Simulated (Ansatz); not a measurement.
A run of Ansatz 0.2.0 is set up as follows.

input.yaml

```yaml
crystal:
  lattice:
    - [-1.7218133622, 1.7218133622, 5.8679415361]
    - [1.7218133622, -1.7218133622, 5.8679415361]
    - [1.7218133622, 1.7218133622, -5.8679415361]
  atoms:
    - { symbol: Ta, position: [0.4999673, 0.4999673, 0.0] }
    - { symbol: Ta, position: [0.2499673, 0.7499673, 0.5] }
    - { symbol: As, position: [0.08263212, 0.08263212, 0.0] }
    - { symbol: As, position: [0.83263212, 0.33263212, 0.5] }
hamiltonian:
  xc: pbesol
  pseudopotentials: { kind: paw }
kpoints:
  mp_grid: { grid: [11, 11, 11] }
  band_path:
    path:
      - [[0.0, 0.0, 0.0], [-0.5, 0.5, 0.0], [-0.5, 0.5, -0.0430497462], [-0.2715248731, 0.2715248731, -0.2715248731], [0.0, 0.0, 0.0], [0.5, 0.5, -0.5], [0.2715248731, 0.7284751269, -0.7284751269], [0.0, 0.5, -0.5], [-0.25, 0.75, -0.25], [0.0430497462, 0.9569502538, -0.5], [0.5, 0.5, -0.5]]
      - [[-0.5, 0.5, 0.0], [-0.25, 0.75, -0.25]]
    npoints: 14
scf:
  occupations: { method: fermi_dirac, width: 0.05 }
  n_extra_bands: 10
output:
  forces: true
  stress: true
  eigenvalues: true
  fatbands: true
  write_density: true
  write_potential: true
  elf: true
  volumetric_format: npy
```

Potentials or basis: Ansatz PAW.

Command:

```bash
$ ansatz run input.yaml --threads 2 --pin off --max-ram 5632MiB --backend cpu --events-out ev --progress --plain --runs-dir out
```

Task: Estimate the largest force.

Result: 0.022 eV/Å.

Task: Estimate the band gap on the k mesh.

Result: None (metal or under the smearing width).

Task: Estimate the pressure.

Result: -3.8 GPa.

Forces on the atoms (eV/Å):
```
Ta   0.000  0.000  0.022
Ta   0.000  0.000  0.022
As   0.000  0.000 -0.022
As   0.000  0.000 -0.022
```

Caveat: spin-orbit coupling is left out, which moves the levels of the heavy elements; the PAW data sets come from PBE, with cores solved anew for the run's functional, which leaves a small shift of forces and pressure.
